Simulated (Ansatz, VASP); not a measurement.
This is a calculation of C for Ansatz 0.2.0. 

input.yaml

```yaml
crystal:
  lattice:
    - [2.4699988104, 0.0, 0.0]
    - [-1.2349994052, 2.1390817171, 0.0]
    - [0.0, 0.0, 21.82395]
  atoms:
    - { symbol: C, position: [0.0, 0.0, 0.3436591451] }
    - { symbol: C, position: [0.3333333333, 0.6666666666, 0.3452147755] }
    - { symbol: C, position: [0.0, 0.0, 0.4992221848] }
    - { symbol: C, position: [0.6666666667, 0.3333333334, 0.5007778152] }
    - { symbol: C, position: [0.0, 0.0, 0.6547852245] }
    - { symbol: C, position: [0.3333333333, 0.6666666666, 0.6563408549] }
hamiltonian:
  xc: pbe
  pseudopotentials: { kind: paw }
kpoints:
  mp_grid: { grid: [12, 12, 1] }
scf:
  occupations: { method: fermi_dirac, width: 0.05 }
output:
  forces: true
  eigenvalues: true
efield:
  axis: 3
  dipole_correction: true
  ramp_width: 0.04
```

Potentials or basis: Ansatz PAW.

Launch:

```bash
$ ansatz run input.yaml --threads 4 --pin off --max-ram 11264MiB --backend cpu --events-out ev --progress --plain --runs-dir out
```

Problem. Set up the same calculation for VASP 6.6.1. Potentials or basis there: PBE PAW files C, 520 eV.

Solution. As run (cutoffs and basis follow the program's own potentials, and thresholds, step limits or extra output files can differ):

Contents of INCAR:

```
SYSTEM = C
PREC = Accurate ; ENCUT = 520
EDIFF = 1E-7 ; ISMEAR = -1
SIGMA = 0.05 ; LREAL = .False.
LASPH = .True. ; NELM = 100
ALGO = Normal ; ISIF = 2
LWAVE = .False. ; LCHARG = .True.
LDIPOL = .True. ; IDIPOL = 3
DIPOL = 0.5 0.5 0.500 ; GGA = PE
LELF = .True. ; LVHAR = .True.
LVACPOTAV = .True. ; NBANDS = 21
```

KPOINTS

```
regular mesh
0
Gamma
  12 12 1
  0 0 0
```

POSCAR

```
C
1.0
    2.4699988104      0.0000000000      0.0000000000
   -1.2349994052      2.1390817171      0.0000000000
    0.0000000000      0.0000000000     21.8239500000
C
6
Direct
    0.0000000000      0.0000000000      0.3436591451
    0.3333333333      0.6666666666      0.3452147755
    0.0000000000      0.0000000000      0.4992221848
    0.6666666667      0.3333333334      0.5007778152
    0.0000000000      0.0000000000      0.6547852245
    0.3333333333      0.6666666666      0.6563408549
```

Potentials or basis: VASP PAW PBE potentials, release 64 (C).

Command:

```console
$ cat potpaw_PBE.64/C/POTCAR > POTCAR
$ mpirun -np 1 vasp_std > vasp.out
```

Both were run:

|  | Ansatz | VASP |
| --- | --- | --- |
| Largest force | 0.628 eV/Å | 0.626 eV/Å |

Where Ansatz's input types no cutoff or centring, it takes its own default and a Γ-centred mesh.
